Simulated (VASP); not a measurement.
# BN (F-43m) in VASP: a series of runs

Aim: see how the results for BN move with the level of theory and the settings. Levels: PBE+MBD, PBEsol+D3. Tasks: relaxation of cell and atoms.

Everything below comes from runs of VASP 6.6.1. Logs are shortened: lines on timing, memory, paths and dates and some standing lists are left out, and cuts for length are marked.

### Step 1. The crystal as given

Symmetry: F-43m, No. 216, cubic system. Conventional cell: a = 3.626 Å, b = 3.626 Å, c = 3.626 Å, α = 90.00°, β = 90.00°, γ = 90.00°. N (site symmetry -43m) has 4 B at 1.57 Å as nearest neighbours. B (site symmetry -43m) has 4 N at 1.57 Å as nearest neighbours.

The cell is a database's computed one.

### Step 2. Relaxation of cell and atoms, PBE+MBD

Contents of INCAR:

```
SYSTEM = BN
PREC = Accurate ; ENCUT = 600
EDIFF = 1E-6 ; ISMEAR = -1
SIGMA = 0.05 ; LREAL = .FALSE.
LASPH = .TRUE. ; NELM = 60
ALGO = Fast ; ISIF = 3
LWAVE = .FALSE. ; LCHARG = .FALSE.
GGA = PE ; IVDW = 202
IBRION = 2 ; NSW = 40
EDIFFG = -0.02
```

Contents of KPOINTS:

```
Automatic mesh
0
G
  13 13 13
  0 0 0
```

Contents of POSCAR:

```
BN
1.0
    0.0000000000      1.8130010000      1.8130010000
    1.8130010000      0.0000000000      1.8130010000
    1.8130010000      1.8130010000      0.0000000000
N B
1 1
Direct
    0.2500000000      0.2500000000      0.2500000000
    0.0000000000      0.0000000000      0.0000000000
```

Potentials or basis: VASP PAW PBE potentials, release 64 (N, B).

Started as:

```sh
> cat potpaw_PBE.64/N/POTCAR potpaw_PBE.64/B/POTCAR > POTCAR
> mpirun -np 1 vasp_std > vasp.out
```

OUTCAR:

```text
SYSTEM = BN
   PREC = Accurate
   ENCUT = 600
   EDIFF = 1E-6
   ISMEAR = -1
   LREAL = .FALSE.
   LASPH = .TRUE.
   NELM = 60
   ISIF = 3
   GGA = PE
   IVDW = 202
   IBRION = 2
   NSW = 40
   EDIFFG = -0.02
  IVDW = 202

 ion  position               nearest neighbor table
   1  0.250  0.250  0.250-   2 1.57   2 1.57   2 1.57   2 1.57
   2  0.000  0.000  0.000-   1 1.57   1 1.57   1 1.57   1 1.57

  LATTYP: Found a face centered cubic cell.
 ALAT       =     3.6260020000

  Lattice vectors:

 A1 = (   0.0000000000,   1.8130010000,   1.8130010000)
 A2 = (   1.8130010000,   0.0000000000,   1.8130010000)
 A3 = (   1.8130010000,   1.8130010000,   0.0000000000)

Analysis of symmetry for initial positions (statically):
=====================================================================
 Subroutine PRICEL returns:
 Original cell was already a primitive cell.

 Routine SETGRP: Setting up the symmetry group for a
 face centered cubic supercell.

 Subroutine GETGRP returns: Found 24 space group operations
 (whereof 24 operations were pure point group operations)
 out of a pool of 48 trial point group operations.

The static configuration has the point symmetry T_d .

Analysis of symmetry for dynamics (positions and initial velocities):
=====================================================================
 Subroutine PRICEL returns:
 Original cell was already a primitive cell.

 Routine SETGRP: Setting up the symmetry group for a
 face centered cubic supercell.

 Subroutine GETGRP returns: Found 24 space group operations
 (whereof 24 operations were pure point group operations)
 out of a pool of 48 trial point group operations.

The dynamic configuration has the point symmetry T_d .

 Subroutine INISYM returns: Found 24 space group operations
 (whereof 24 operations are pure point group operations),
 and found     1 'primitive' translations

----------------------------------------------------------------------------------------

                                     Primitive cell

  volume of cell :      11.9186

  direct lattice vectors                    reciprocal lattice vectors
     0.000000000  1.813001000  1.813001000    -0.275785838  0.275785838  0.275785838
     1.813001000  0.000000000  1.813001000     0.275785838 -0.275785838  0.275785838
     1.813001000  1.813001000  0.000000000     0.275785838  0.275785838 -0.275785838

  length of vectors
     2.563970603  2.563970603  2.563970603     0.477675083  0.477675083  0.477675083

  position of ions in fractional coordinates (direct lattice)
     0.250000000  0.250000000  0.250000000
     0.000000000  0.000000000  0.000000000

  ion indices of the primitive-cell ions
   primitive index   ion index
                 1           1
                 2           2

----------------------------------------------------------------------------------------

 KPOINTS: Automatic mesh

Automatic generation of k-mesh.
 Grid dimensions read from file:
 generate k-points for:   13   13   13

 Generating k-lattice:

  Cartesian coordinates                     Fractional coordinates (reciprocal lattice)
    -0.021214295  0.021214295  0.021214295     0.076923077  0.000000000  0.000000000
     0.021214295 -0.021214295  0.021214295     0.000000000  0.076923077  0.000000000
     0.021214295  0.021214295 -0.021214295     0.000000000  0.000000000  0.076923077

  Length of vectors
     0.036744237  0.036744237  0.036744237

  Shift w.r.t. Gamma in fractional coordinates (k-lattice)
     0.000000000  0.000000000  0.000000000

 Subroutine IBZKPT returns following result:
 ===========================================

 Found     84 irreducible k-points:

 Following reciprocal coordinates:
            Coordinates               Weight
  0.000000  0.000000  0.000000      1.000000
  0.076923  0.000000  0.000000      8.000000
  0.153846  0.000000  0.000000      8.000000
  0.230769  0.000000  0.000000      8.000000
  0.307692  0.000000  0.000000      8.000000
  0.384615  0.000000  0.000000      8.000000
[... 16 lines left out ...]
  0.384615  0.153846  0.000000     24.000000
  0.461538  0.153846  0.000000     24.000000
 [... further k-points ...]
   k-points           NKPTS =     84   k-points in BZ     NKDIM =     84   number of bands    NBANDS=      8
   number of dos      NEDOS =    301   number of ions     NIONS =      2
   total plane-waves  NPLWV =   8000
   dimension x,y,z NGX =    20 NGY =   20 NGZ =   20
   dimension x,y,z NGXF=    40 NGYF=   40 NGZF=   40
   ions per type =               1   1
   NGX,Y,Z   is equivalent  to a cutoff of  12.97, 12.97, 12.97 a.u.
   NGXF,Y,Z  is equivalent  to a cutoff of  25.94, 25.94, 25.94 a.u.
 SYSTEM =  BN
   PREC   = accura    normal or accurate (medium, high low for compatibility)
   ISTART =      0    job   : 0-new  1-cont  2-samecut
   ICHARG =      2    charge: 1-file 2-atom 10-const
   ISPIN  =      1    spin polarized calculation?
   LNONCOLLINEAR =      F non collinear calculations
   LSORBIT =      F    spin-orbit coupling
   LASPH  =      T    aspherical Exc in radial PAW
   ENCUT  =  600.0 eV  44.10 Ry    6.64 a.u.   5.12  5.12  5.12*2*pi/ulx,y,z
   NELM   =     60;   NELMIN=  2; NELMDL= -5     # of ELM steps
   EDIFF  = 0.1E-05   stopping-criterion for ELM
   LREAL  =      F    real-space projection
   EDIFFG = -.2E-01   stopping-criterion for IOM
   NSW    =     40    number of steps for IOM
   IBRION =      2    ionic relax: 0-MD 1-quasi-New 2-CG
   NFREE  =      1    steps in history (QN), initial steepest desc. (CG)
   ISIF   =      3    stress and relaxation
   ISYM   =      2    0-nonsym 1-usesym 2-fastsym
   POTIM  = 0.5000    time-step for ionic-motion
   TEBEG  =    0.0;   TEEND  =   0.0 temperature during run
   PSTRESS=    0.0 pullay stress
   NELECT =       8.0000    total number of electrons
   NUPDOWN=      -1.0000    fix difference up-down
   EMIN   =  10.00;   EMAX   =-10.00  energy-range for DOS
   EFERMI =   0.00;   METHOD = LEGACY
   ISMEAR =    -1;   SIGMA  =   0.05  broadening in eV -4-tet -1-fermi 0-gaus
   EFERMI_NEDOS =   21; number of points for ismear=-14 and -15
   IALGO  =     68    algorithm
   IMIX   =      4    mixing-type and parameters
     AMIX     =   0.40;   BMIX     =  1.00
     AMIX_MAG =   1.60;   BMIX_MAG =  1.00
  volume/ion in A,a.u.               =       5.96        40.22
  Fermi-wavevector in a.u.,A,eV,Ry     =   1.433387  2.708709 27.954506  2.054598
  Thomas-Fermi vector in A             =   2.552911
   LORBIT       =      0    0 simple, 1 ext, 2 COOP (PROOUT), +10 PAW based schemes
   GGA     = PE    functional components
   LHFCALC =     F    Hartree Fock is set to
   AEXX    =    0.0000 exact exchange contribution
   IVDW    =   202    specifies the selected vdW correction
   LEPSILON=     F    determine dielectric tensor
   LRPA    =     F    only Hartree local field effects (RPA)
 conjugate gradient relaxation of ions
 non-spin polarized calculation
 RMM-DIIS sequential band-by-band and
  energy-cutoff  :      600.00
  volume of cell :       11.92
 maximum number of plane-waves:       411
   NGX = 11   NGY = 11   NGZ = 11

--------------------------------------- Ionic step        1  -------------------------------------------

 number of electron       7.9999999 magnetization

 Free energy of the ion-electron system (eV)
  ---------------------------------------------------
  ext. energy  EPLUGINS =         0.00000000
  ---------------------------------------------------
  free energy    TOTEN  =       -17.45461871 eV

  energy without entropy =      -17.45461871  energy(sigma->0) =      -17.45461871

------------------------ aborting loop because EDIFF is reached ----------------------------------------

  Tkatchenko/Scheffler method for vdW energy calculation

  Edisp (eV):   -0.47557

  FORCE on cell =-STRESS in cart. coord.  units (eV):
  Direction    XX          YY          ZZ          XY          YZ          ZX
  --------------------------------------------------------------------------------------
  -------------------------------------------------------------------------------------
  Total      -0.53037    -0.53037    -0.53037     0.00000     0.00000     0.00000
  in kB     -71.29591   -71.29591   -71.29591     0.00000     0.00000     0.00000
  external pressure =      -71.30 kB  Pullay stress =        0.00 kB

 VOLUME and BASIS-vectors are now :
 -----------------------------------------------------------------------------
  energy-cutoff  :      600.00
  volume of cell :       11.92
      direct lattice vectors                 reciprocal lattice vectors
     0.000000000  1.813001000  1.813001000    -0.275785838  0.275785838  0.275785838
     1.813001000  0.000000000  1.813001000     0.275785838 -0.275785838  0.275785838
     1.813001000  1.813001000  0.000000000     0.275785838  0.275785838 -0.275785838
[... 41 lines left out ...]
 POSITION                                       TOTAL-FORCE (eV/Angst)
 -----------------------------------------------------------------------------------
      0.89490      0.89490      0.89490        -0.000000     -0.000000     -0.000000
      3.57961      3.57961      3.57961         0.000000      0.000000      0.000000
 -----------------------------------------------------------------------------------
    total drift:                                0.000000      0.000000      0.000000

  FREE ENERGIE OF THE ION-ELECTRON SYSTEM (eV)
  ---------------------------------------------------
  free  energy   TOTEN  =       -17.9294392574 eV

  energy  without entropy=      -17.9294392574  energy(sigma->0) =      -17.92943926

--------------------------------------- Ionic step        3  -------------------------------------------

 number of electron       7.9999999 magnetization

 Free energy of the ion-electron system (eV)
  ---------------------------------------------------
  ext. energy  EPLUGINS =         0.00000000
  ---------------------------------------------------
  free energy    TOTEN  =       -17.45052423 eV

  energy without entropy =      -17.45052423  energy(sigma->0) =      -17.45052423

 E-fermi :   8.4107     XC(G=0): -12.8677

 val. band max:        7.5184701405   @ k =   0.0000   0.0000   0.0000
 cond. band min:      12.0613983233   @ k =   0.4615   0.4615   0.0000
 fundamental gap:      4.5429281828
 Fermi energy:         8.4107204682

 k-point     1 :       0.0000    0.0000    0.0000
  band No.  band energies     occupation
      1     -12.8186      2.00000
      2       7.5185      2.00000
      3       7.5185      2.00000
      4       7.5185      2.00000
      5      16.3802      0.00000
      6      16.3802      0.00000
      7      16.3802      0.00000
      8      18.0189      0.00000

 k-point     2 :       0.0769    0.0000    0.0000
  band No.  band energies     occupation
      1     -12.6734      2.00000
      2       6.7268      2.00000
      3       7.3616      2.00000
      4       7.3616      2.00000
      5      16.5781      0.00000
      6      16.6186      0.00000
      7      16.6186      0.00000
      8      18.4943      0.00000
[... 221 lines left out ...]
 k-point    23 :       0.3846    0.1538    0.0000
  band No.  band energies     occupation
      1      -9.8061      2.00000
      2      -0.0909      2.00000
      3       4.6952      2.00000
      4       4.7911      2.00000
      5      16.1470      0.00000
      6      19.7702      0.00000
      7      20.2473      0.00000
      8      21.1649      0.00000

 k-point    24 :       0.4615    0.1538    0.0000
  band No.  band energies     occupation
      1      -8.8044      2.00000
      2      -1.8203      2.00000
      3       4.2306      2.00000
      4       4.6618      2.00000
      5      16.4626      0.00000
      6      19.7561      0.00000
      7      20.1115      0.00000
      8      22.3039      0.00000

 [... further k-points ...]

------------------------ aborting loop because EDIFF is reached ----------------------------------------

  Hirshfeld charges:
            ion         q(e)
   ------------------------------
      1     N       -0.15456169
      2     B        0.15456169

  Tkatchenko/Scheffler method for vdW energy calculation

  Edisp (eV):   -0.48451

  FORCE on cell =-STRESS in cart. coord.  units (eV):
  Direction    XX          YY          ZZ          XY          YZ          ZX
  --------------------------------------------------------------------------------------
  -------------------------------------------------------------------------------------
  Total      -0.03455    -0.03455    -0.03455     0.00000    -0.00000    -0.00000
  in kB      -4.73095    -4.73095    -4.73095     0.00000    -0.00000    -0.00000
  external pressure =       -4.73 kB  Pullay stress =        0.00 kB

 VOLUME and BASIS-vectors are now :
 -----------------------------------------------------------------------------
  energy-cutoff  :      600.00
  volume of cell :       11.70
      direct lattice vectors                 reciprocal lattice vectors
     0.000000000  1.801941086  1.801941086    -0.277478550  0.277478550  0.277478550
     1.801941086  0.000000000  1.801941086     0.277478550 -0.277478550  0.277478550
     1.801941086  1.801941086 -0.000000000     0.277478550  0.277478550 -0.277478550

 POSITION                                       TOTAL-FORCE (eV/Angst)
 -----------------------------------------------------------------------------------
      0.90097      0.90097      0.90097         0.000000      0.000000      0.000000
      0.00000      0.00000      0.00000        -0.000000     -0.000000     -0.000000
 -----------------------------------------------------------------------------------
    total drift:                                0.000000      0.000000      0.000000

  FREE ENERGIE OF THE ION-ELECTRON SYSTEM (eV)
  ---------------------------------------------------
  free  energy   TOTEN  =       -17.9350377554 eV

  energy  without entropy=      -17.9350377554  energy(sigma->0) =      -17.93503776

 reached required accuracy - stopping structural energy minimisation
```

Run time: 67 s. Hardware: 1 thread of Intel Xeon 6975P-C (Granite Rapids), shared host; peak memory 0.13 GiB.

What came out:

```yaml
Free_energy: -17.9350 eV
Relaxed_volume: 5.85 Å³/atom
Relaxed_cell: a = 2.548 Å, b = 2.548 Å, c = 2.548 Å, α = 60.00°, β = 60.00°, γ = 60.00°
Space_group_after_relaxing_to_0.05_Å: F-43m (No. 216)
Energy_gained_by_relaxing: 2.4 meV/atom
Ionic_steps: 3
Pressure_after_relaxing: -0.5 GPa
Band_gap_on_the_k_mesh: 4.54 eV, indirect (least direct gap 8.86 eV)
Hirshfeld_charges: N -0.15; B +0.15 e
Dispersion_energy_per_atom: -0.242 eV
```

Step by step:
| step | energy change (eV) | largest force (eV/Å) | pressure (GPa) | volume (Å³) |
| --- | --- | --- | --- | --- |
| 1 | 0.0000 | 0.0000 | -7.13 | 11.92 |
| 2 | 0.0008 | 0.0000 | 7.66 | 11.47 |
| 3 | -0.0048 | 0.0000 | -0.47 | 11.70 |

Final structure:
```
CELL_PARAMETERS angstrom
0.00000 1.80194 1.80194
1.80194 0.00000 1.80194
1.80194 1.80194 0.00000
ATOMIC_POSITIONS crystal
N 0.25000 0.25000 0.25000
B 0.00000 0.00000 0.00000
```

Caveat: an odd mesh through Γ misses points on the zone boundary, where band edges often lie.

(Part 1 of 2 ends here.)
